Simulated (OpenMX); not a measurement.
Crystal: CdSe.

```
CELL_PARAMETERS angstrom
0.00000 3.07027 3.07027
3.07027 0.00000 3.07027
3.07027 3.07027 0.00000
ATOMIC_POSITIONS crystal
Cd 0.00000 0.00000 0.00000
Se 0.25000 0.25000 0.25000
```

Measurements of this composition are mostly on another form, of space group No. 186.

Base run:

```yaml
Program: OpenMX 3.8.5
Functional: LDA
Potentials_or_basis: OpenMX 2013 LDA set, Cd7.0-s3p2d2, Se7.0-s3p2d2, grid cutoff 500 Ry
k_mesh: 9 × 9 × 9
Occupations: fermi-dirac, width 0.05 eV
Spin: no spin polarisation
```

Its results: band gap on the k mesh 0.42 eV, direct; pressure -2.8 GPa.

The run is repeated on the same cell with these changes: functional from LDA to PBE; potentials or basis from OpenMX 2013 LDA set, Cd7.0-s3p2d2, Se7.0-s3p2d2, grid cutoff 500 Ry to OpenMX 2013 PBE set, Cd7.0-s3p2d2, Se7.0-s3p2d2, grid cutoff 500 Ry. What comes out?

Band gap on the k mesh 0.69 eV, direct; pressure 1.9 GPa.

Caveats: the basis of atomic orbitals isn't converged, which shifts pressures, moduli and gaps.

Not every run made on this cell is shown here.
